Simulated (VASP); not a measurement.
# Sb (I4/mmm) in VASP: further runs

One crystal, Sb, is run at these levels: r2SCAN; tasks: single point.

All numbers are computed with VASP 6.6.1; they aren't measurements. Logs are shortened: lines on timing, memory, paths and dates and some standing lists are left out, and cuts for length are marked.

## Step 1: Starting point

It takes space group I4/mmm (No. 139, tetragonal). Conventional cell: a = 3.153 Å, b = 3.153 Å, c = 5.424 Å, α = 90.00°, β = 90.00°, γ = 90.00°. Around Sb (site symmetry 4/mmm) lie 12 Sb at 3.15 to 3.51 Å.

This isn't the form of Sb at room conditions, which is rhombohedral.

## Step 2: Single point, r2SCAN

The input, INCAR:

```
ADDGRID = False
ALGO = Normal
EDIFF = 1E-6
ENCUT = 400
ISIF = 2
ISMEAR = 0
LASPH = True
LCHARG = False
LMIXTAU = True
LREAL = False
LWAVE = False
METAGGA = R2SCAN
NBANDS = 8
NELM = 100
PREC = Accurate
SIGMA = 0.05
```

The input, KPOINTS:

```
k-points
0
Gamma
  9 9 9
```

The input, POSCAR:

```
Sb
1.0
   -1.5638750000      1.6131910000      2.7402030000
    1.6104090000     -1.5604430000      2.7365900000
    1.5281950000      1.5247630000     -2.7095380000
Sb
1
Direct
    0.0004760000      0.0218010000      0.0165680000
```

Potentials or basis: VASP PAW PBE potentials, release 64 (Sb).

The run is started by

```bash
> cat potpaw_PBE.64/Sb/POTCAR > POTCAR
> mpirun -np 1 vasp_std > vasp.out
```

OUTCAR:

```text
EDIFF = 1E-6
   ENCUT = 400
   ISIF = 2
   ISMEAR = 0
   LASPH = True
   LREAL = False
   METAGGA = R2SCAN
   NELM = 100
   PREC = Accurate

 Found    365 irreducible k-points:

 Following reciprocal coordinates:
            Coordinates               Weight
  0.000000  0.000000  0.000000      1.000000
  0.111111  0.000000  0.000000      2.000000
  0.222222  0.000000  0.000000      2.000000
  0.333333  0.000000  0.000000      2.000000
  0.444444  0.000000  0.000000      2.000000
 -0.000000  0.111111  0.000000      2.000000
   k-points           NKPTS =    365   k-points in BZ     NKDIM =    365   number of bands    NBANDS=      8
   number of dos      NEDOS =    301   number of ions     NIONS =      1
   total plane-waves  NPLWV =  13824
   dimension x,y,z NGX =    24 NGY =   24 NGZ =   24
   dimension x,y,z NGXF=    48 NGYF=   48 NGZF=   48
   ions per type =               1
   NGX,Y,Z   is equivalent  to a cutoff of  11.26, 11.28, 11.52 a.u.
   NGXF,Y,Z  is equivalent  to a cutoff of  22.52, 22.55, 23.03 a.u.
 SYSTEM =  unknown system
   PREC   = accura    normal or accurate (medium, high low for compatibility)
   ISTART =      0    job   : 0-new  1-cont  2-samecut
   ICHARG =      2    charge: 1-file 2-atom 10-const
   ISPIN  =      1    spin polarized calculation?
   LNONCOLLINEAR =      F non collinear calculations
   LSORBIT =      F    spin-orbit coupling
   LASPH  =      T    aspherical Exc in radial PAW
   ENCUT  =  400.0 eV  29.40 Ry    5.42 a.u.   5.78  5.77  5.65*2*pi/ulx,y,z
   NELM   =    100;   NELMIN=  2; NELMDL= -5     # of ELM steps
   EDIFF  = 0.1E-05   stopping-criterion for ELM
   LREAL  =      F    real-space projection
   EDIFFG = 0.1E-04   stopping-criterion for IOM
   NSW    =      0    number of steps for IOM
   IBRION =     -1    ionic relax: 0-MD 1-quasi-New 2-CG
   NFREE  =      0    steps in history (QN), initial steepest desc. (CG)
   ISIF   =      2    stress and relaxation
   ISYM   =      2    0-nonsym 1-usesym 2-fastsym
   POTIM  = 0.5000    time-step for ionic-motion
   TEBEG  =    0.0;   TEEND  =   0.0 temperature during run
   PSTRESS=    0.0 pullay stress
   NELECT =       5.0000    total number of electrons
   NUPDOWN=      -1.0000    fix difference up-down
   EMIN   =  10.00;   EMAX   =-10.00  energy-range for DOS
   EFERMI =   0.00;   METHOD = LEGACY
   ISMEAR =     0;   SIGMA  =   0.05  broadening in eV -4-tet -1-fermi 0-gaus
   EFERMI_NEDOS =   21; number of points for ismear=-14 and -15
   IALGO  =     38    algorithm
   IMIX   =      4    mixing-type and parameters
     AMIX     =   0.40;   BMIX     =  1.00
     AMIX_MAG =   1.60;   BMIX_MAG =  1.00
  volume/ion in A,a.u.               =      26.96       181.95
  Fermi-wavevector in a.u.,A,eV,Ry     =   0.933573  1.764197 11.858272  0.871558
  Thomas-Fermi vector in A             =   2.060288
   LORBIT       =      0    0 simple, 1 ext, 2 COOP (PROOUT), +10 PAW based schemes
   METAGGA = R2SCAN    functional components
   LHFCALC =     F    Hartree Fock is set to
   AEXX    =    0.0000 exact exchange contribution
   IVDW    =     0    specifies the selected vdW correction
   LEPSILON=     F    determine dielectric tensor
   LRPA    =     F    only Hartree local field effects (RPA)
 non-spin polarized calculation
 Gauss-broadening in eV      SIGMA  =   0.05
  energy-cutoff  :      400.00
  volume of cell :       26.96
 maximum number of plane-waves:       500
   NGX = 11   NGY = 11   NGZ = 11

 number of electron       5.0000000 magnetization

 Free energy of the ion-electron system (eV)
  ---------------------------------------------------
  ext. energy  EPLUGINS =         0.00000000
  ---------------------------------------------------
  free energy    TOTEN  =       -25.28518310 eV

  energy without entropy =      -25.28441112  energy(sigma->0) =      -25.28479711

 E-fermi :   8.4320     XC(G=0): -10.7762

 val. band max:        8.4200614194   @ k =  -0.4444  -0.3333   0.1111
 cond. band min:       8.4326211012   @ k =  -0.0000   0.2222   0.0000
 fundamental gap:      0.0125596818
 Fermi energy:         8.4320142330

 k-point     1 :       0.0000    0.0000    0.0000
  band No.  band energies     occupation
      1      -5.1311      2.00000
      2      13.1623      0.00000
      3      14.2032      0.00000
      4      14.2612      0.00000
      5      18.1118      0.00000
      6      19.3484      0.00000
      7      19.7571      0.00000
      8      19.9678      0.00000

 k-point     2 :       0.1111    0.0000    0.0000
  band No.  band energies     occupation
      1      -4.8735      2.00000
      2      11.7684      0.00000
      3      12.9777      0.00000
      4      14.1959      0.00000
      5      17.8442      0.00000
      6      18.6420      0.00000
      7      19.8093      0.00000
      8      20.2641      0.00000

 k-point     3 :       0.2222    0.0000    0.0000
  band No.  band energies     occupation
      1      -4.1087      2.00000
      2       8.4194      1.27783
      3      11.8610      0.00000
      4      14.1773      0.00000
      5      16.4719      0.00000
      6      18.5787      0.00000
      7      21.0853      0.00000
      8      21.5142      0.00000

 k-point     4 :       0.3333    0.0000    0.0000
  band No.  band energies     occupation
      1      -2.8829      2.00000
      2       5.2083      2.00000
      3      10.9549      0.00000
      4      14.2446      0.00000
      5      15.5848      0.00000
      6      18.7097      0.00000
      7      20.6316      0.00000
      8      21.7558      0.00000

 k-point     5 :       0.4444    0.0000    0.0000
  band No.  band energies     occupation
      1      -1.4754      2.00000
      2       2.7659      2.00000
      3      10.4574      0.00000
      4      14.3441      0.00000
      5      15.1501      0.00000
      6      19.0934      0.00000
      7      19.9608      0.00000
      8      20.5118      0.00000

 k-point     6 :      -0.0000    0.1111    0.0000
  band No.  band energies     occupation
      1      -4.8730      2.00000
      2      11.7820      0.00000
      3      12.9623      0.00000
      4      14.1976      0.00000
      5      17.8275      0.00000
      6      18.6372      0.00000
      7      19.8023      0.00000
      8      20.2789      0.00000

 [... further k-points ...]

------------------------ aborting loop because EDIFF is reached ----------------------------------------

  FORCE on cell =-STRESS in cart. coord.  units (eV):
  Direction    XX          YY          ZZ          XY          YZ          ZX
  --------------------------------------------------------------------------------------
  -------------------------------------------------------------------------------------
  Total        0.0873699      0.1073504      0.5139309      0.0320516      0.0123406      0.0124049
  in kB        5.1918561      6.3791731     30.5397542      1.9046273      0.7333236      0.7371481
  external PRESSURE =      14.0369278 kB  Pullay stress =       0.0000000 kB

 VOLUME and BASIS-vectors are now :
 -----------------------------------------------------------------------------
  energy-cutoff  :      400.00
  volume of cell :       26.96
      direct lattice vectors                 reciprocal lattice vectors
    -1.563875000  1.613191000  2.740203000     0.002055809  0.316948054  0.179518554
     1.610409000 -1.560443000  2.736590000     0.317083613  0.001847581  0.179876686
     1.528195000  1.524763000 -2.709538000     0.322328449  0.322401118 -0.005843793

 POSITION                                       TOTAL-FORCE (eV/Angst)
 -----------------------------------------------------------------------------------
      0.05968     -0.00799      0.01607        -0.000000      0.000000      0.000000
 -----------------------------------------------------------------------------------
    total drift:                               -0.000000     -0.000000      0.000001

  FREE ENERGIE OF THE ION-ELECTRON SYSTEM (eV)
  ---------------------------------------------------
  free  energy   TOTEN  =       -25.2851830969 eV

  energy  without entropy=      -25.2844111235  energy(sigma->0) =      -25.28479711
```

OSZICAR:

```text
N       E                     dE             d eps       ncg     rms          rms(c)
DAV:   1    -0.182266037744E+02   -0.18227E+02   -0.14594E+03  5920   0.332E+02
DAV:   2    -0.258215551041E+02   -0.75950E+01   -0.72989E+01  8080   0.488E+01
DAV:   3    -0.259021060228E+02   -0.80551E-01   -0.80311E-01  7232   0.572E+00
DAV:   4    -0.259023434059E+02   -0.23738E-03   -0.23738E-03  8960   0.366E-01
DAV:   5    -0.259023438047E+02   -0.39883E-06   -0.39892E-06  7568   0.955E-03    0.153E+00
DAV:   6    -0.251714255308E+02    0.73092E+00   -0.12371E-01  6600   0.249E+00    0.101E+00
DAV:   7    -0.253598799858E+02   -0.18845E+00   -0.10803E-01  5840   0.224E+00    0.126E-01
DAV:   8    -0.252848991747E+02    0.74981E-01   -0.61081E-02  6312   0.174E+00    0.756E-02
DAV:   9    -0.252836517450E+02    0.12474E-02   -0.60451E-04  8336   0.180E-01    0.930E-02
DAV:  10    -0.252835848651E+02    0.66880E-04   -0.17049E-03  6016   0.286E-01    0.455E-02
DAV:  11    -0.252846451057E+02   -0.10602E-02   -0.88619E-04  7728   0.260E-01    0.537E-02
DAV:  12    -0.252848974175E+02   -0.25231E-03   -0.18614E-04  6136   0.102E-01    0.385E-02
DAV:  13    -0.252849960450E+02   -0.98628E-04   -0.30079E-05  7488   0.457E-02    0.305E-02
DAV:  14    -0.252851680737E+02   -0.17203E-03   -0.80485E-05  6136   0.827E-02    0.435E-03
DAV:  15    -0.252851835008E+02   -0.15427E-04   -0.58362E-06  7888   0.253E-02    0.474E-03
DAV:  16    -0.252851830969E+02    0.40395E-06   -0.17902E-06  6576   0.108E-02
   1 F= -.25285183E+02 E0= -.25284797E+02  d E =-.771973E-03
```

Run time: 1.9 min. Hardware: 1 thread of Intel Xeon Platinum 8375C at 2.90GHz (Ice Lake), shared host; peak memory 0.18 GiB.

The run converged, but some of its settings lie outside the range that counts as converged, so its numbers aren't taken as properties of the crystal.

Results:

- Free energy: -25.2852 eV
- Pressure: 1.4 GPa
- Band gap on the k mesh: none (metal or under the smearing width)

Caveat: the PAW data sets were made with another functional, which shifts forces and pressure a little.

## Step 3: Single point, r2SCAN

INCAR, as its differences from that of step 2:

```diff
@@ -3,3 +3,3 @@
 EDIFF = 1E-6
-ENCUT = 400
+ENCUT = 500
 ISIF = 2
```

KPOINTS is that of step 2.

The input, POSCAR:

```
Sb
1.0
   -1.5765401831      1.5765401831      2.7119384313
    1.5765401831     -1.5765401831      2.7119384313
    1.5765401831      1.5765401831     -2.7119384313
Sb
1
Direct
    0.0000000000      0.0000000000      0.0000000000
```

Potentials or basis: VASP PAW PBE potentials, release 64 (Sb).

The run is started by

```bash
> cat potpaw_PBE.64/Sb/POTCAR > POTCAR
> mpirun -np 1 vasp_std > vasp.out
```

Run time: 63 s. Hardware: 1 thread of Intel Xeon Platinum 8375C at 2.90GHz (Ice Lake), shared host; peak memory 0.17 GiB.

The run converged, but some of its settings lie outside the range that counts as converged, so its numbers aren't taken as properties of the crystal.

What came out:

| Property | Result |
| --- | --- |
| Free energy | -25.2808 eV |
| Pressure | 1.2 GPa |
| Band gap on the k mesh | none (metal or under the smearing width) |

Caveat: the PAW data sets were made with another functional, which shifts forces and pressure a little.

## Step 4: For comparison

An earlier run on the cell as given: functional PBEsol; potentials or basis VASP PAW PBE potentials, release 64 (Sb); cutoff 520 eV; k mesh 12 × 12 × 12; occupations fermi-dirac, width 0.05 eV; no spin polarisation.

* Pressure: -1.3 GPa
* Band gap on the k mesh: none (metal or under the smearing width)
